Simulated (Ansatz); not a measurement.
TiO2 under strain — ⁴⁷Ti nuclear quadrupole resonance

Cell: a structure deposited in the COD, relaxed with PBE at fixed cell and then changed (z stretched by 1 %, ions relaxed).

```yaml
crystal:
  lattice:
    - [4.59400, 0.00000, 0.00000]
    - [0.00000, 4.59400, 0.00000]
    - [0.00000, 0.00000, 2.98859]
  atoms:
    - { symbol: Ti, position: [0.00000, 0.00000, 0.00000] }
    - { symbol: Ti, position: [0.50000, 0.50000, 0.50000] }
    - { symbol: O, position: [0.30443, 0.30443, 0.00000] }
    - { symbol: O, position: [0.19557, 0.80443, 0.50000] }
    - { symbol: O, position: [0.69557, 0.69557, 0.00000] }
    - { symbol: O, position: [0.80443, 0.19557, 0.50000] }
```

Sites (sets of like atoms) are named by element and the number of their first atom in this list.

Computed with Ansatz: DFT, PBE, plane waves and PAW, scalar-relativistic, 420 eV cutoff, Γ-centred 7×7×10 k-points, Fermi–Dirac smearing 0.02 eV.

⁴⁷Ti: I = 5/2, Q = 302.0 mb (year-2017 value). Static lattice, zero field.

(1) Predict the zero-field ⁴⁷Ti lines of each site.

(2) And for 49Ti (I = 7/2, Q = 247.0 mb) on Ti?

## Answers

(1) For I = 5/2 and η = 0 the lines are 3|C_Q|/20 and twice that; η pulls their ratio below 2.

```
site  atoms  V_zz (10²¹ V/m²)  C_Q (MHz)     η  line frequencies (MHz)
  Ti   1, 2             -1.88      -13.7  0.47              2.50, 3.95
```

(2) C_Q scales with Q to -11.2 MHz, with lines at 1.28, 1.49, 2.35, 2.77 MHz.
